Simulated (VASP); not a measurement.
# Ag: single point with PBEsol

Ag:

```
Ag
1.0
    -1.65565    1.65565    1.65565
     1.65565   -1.65565    1.65565
     1.65565    1.65565   -1.65565
Ag
1
Direct
  0.00000 0.00000 0.00000
```

This isn't the form of Ag at room conditions, which is fcc.

- Program: VASP 6.6.1
- Task: single point
- Functional: PBEsol
- Potentials or basis: VASP PAW PBE potentials, release 64 (Ag)
- Cutoff: 520 eV
- k mesh: 11 × 11 × 11
- Occupations: fermi-dirac, width 0.05 eV
- Spin: no spin polarisation
- Ladder: free
- Further INCAR settings: ALGO = Normal; EDIFF = 1e-07; NBANDS = 12

```yaml
Pressure: -7.4 GPa
Band_gap_on_the_k_mesh: none (metal or under the smearing width)
```

Levels at points of the mesh, in eV from the Fermi level:
| k point | band 4 | band 5 | band 6 | band 7 | band 8 | band 9 |
| --- | --- | --- | --- | --- | --- | --- |
| (0.00, 0.00, 0.00) | -4.62 | -3.40 | -3.40 | 17.75 | 17.75 | 17.75 |

Wall time 7.6 s on 1 thread of Intel(R) Xeon(R) Platinum 8259CL CPU @ 2.50GHz (Skylake/Cascade Lake) (shared host), peak memory 0.14 GiB.

Caveat: the PAW data sets were made with another functional, which shifts forces and pressure a little.
